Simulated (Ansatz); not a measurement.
## PbF2, relaxed from a CdCl2-type start to space group Fm-3m (read at 0.02 Å)

The computed numbers are results of PBE, scalar-relativistic (no spin polarisation) in the plane-wave PAW code Ansatz at 420 eV, Γ-centred 10×10×10 mesh, 0.05 eV Gaussian smearing. The datasets are Ansatz's generated set soft_2.

```
CELL_PARAMETERS angstrom
2.12108 1.22461 3.46602
-2.12108 1.22461 3.46602
0.00000 -2.44922 3.46602
ATOMIC_POSITIONS crystal
Pb 0.00000 0.00000 0.00000
F 0.24996 0.24996 0.24996
F 0.75004 0.75004 0.75004
```

The start was a prototype's sites filled with these elements; the Crystallography Open Database holds the compound in this structure.

The cell is relaxed to zero pressure at this level.

Elastic constants come from the stress of slightly strained cells with relaxed atoms, in GPa, Voigt order xx, yy, zz, yz, xz, xy in the Cartesian frame of the vectors above. The crystal is cubic, but these axes aren't its cube axes, so the tensor shows more than three constants.

```
95.7 51.0 53.1 -3.1  0.0  0.0
51.0 95.7 53.1  3.1  0.0  0.0
53.1 53.1 93.5  0.0  0.0  0.0
-3.1  3.1  0.0 24.6  0.0  0.0
 0.0  0.0  0.0  0.0 24.6 -3.1
 0.0  0.0  0.0  0.0 -3.1 22.4
```

Question: Work out the Voigt, Reuss and Hill moduli.

Answer: Voigt: K = (C11 + C22 + C33 + 2(C12 + C13 + C23))/9 = 67 GPa, G = (C11 + C22 + C33 − C12 − C13 − C23 + 3(C44 + C55 + C66))/15 = 23 GPa. Reuss, from the compliances S = C⁻¹: K = 67 GPa, G = 22 GPa. Hill means: K = 67 GPa, G = 23 GPa.

Question: And Young's modulus, Poisson's ratio, Pugh's ratio and the anisotropy?

Answer: E = 9KG/(3K + G) = 61 GPa, ν = (3K − 2G)/(6K + 2G) = 0.35, K/G = 2.94 (over the 1.75 that Pugh's rule, made for metals, takes as the line between brittle and ductile), universal anisotropy index 5G_V/G_R + K_V/K_R − 6 = 0.10. The eigenvalues of C are 20, 24, 27, 40, 46, 200 GPa, all positive.

Question: What sound velocities and Debye temperature follow for a polycrystal?

Answer: With a density of 7.537 g/cm³ (mean mass 81.7 u, 18.01 Å³/atom), K = 66.6 and G = 22.62 GPa from the unrounded constants, v_l = √((K + 4G/3)/ρ) = 3580 m/s and v_t = √(G/ρ) = 1730 m/s. The mean [(1/v_l³ + 2/v_t³)/3]^(−1/3) is 1950 m/s, and θ_D = (ħ/k_B)(6π²/V)^(1/3) v_m ≈ 220 K, with V the volume an atom. This is the low-temperature, elastic estimate.

The equation of state, an independent route, gives B0 = 66 GPa, against 67 GPa here.

It ran for 120 s on 2 threads of Arm Neoverse V1, on a shared host, peak memory 0.54 GiB.

These numbers lack spin–orbit coupling.
